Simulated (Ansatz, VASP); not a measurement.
## AlCu in VASP and in Ansatz

```
CELL_PARAMETERS angstrom
3.11291 0.00000 0.00000
0.00000 3.11291 0.00000
0.00000 0.00000 3.11291
ATOMIC_POSITIONS crystal
Al 0.00000 0.00000 0.00000
Cu 0.50000 0.50000 0.50000
```

The cell comes from a database or a generator and needn't be the stable form of this composition.

Alike in both runs: task single point; functional PBEsol; k mesh 10 × 10 × 10; no spin polarisation.

|  | VASP | Ansatz |
| --- | --- | --- |
| version | VASP 6.6.1 | Ansatz 0.2.0 |
| potentials or method | VASP PAW PBE potentials, release 64 (Al, Cu) | plane waves, PAW |
| plane-wave cutoff (eV) | 520 | 500 |
| occupations | methfessel-paxton of order 1, width 0.1 eV | methfessel-paxton of order 1 |
| valence electrons in the cell | 14 | 22 |

Ansatz gave:

| Quantity | Value |
| --- | --- |
| pressure (GPa) | -13.3 |

Problem. What did VASP give for the same quantities?

Solution. Pressure (GPa): -13.0.

The two sets of potentials don't hold the same shells in valence.

Caveats: the PAW data sets were made with another functional, which shifts forces and pressure a little (VASP).
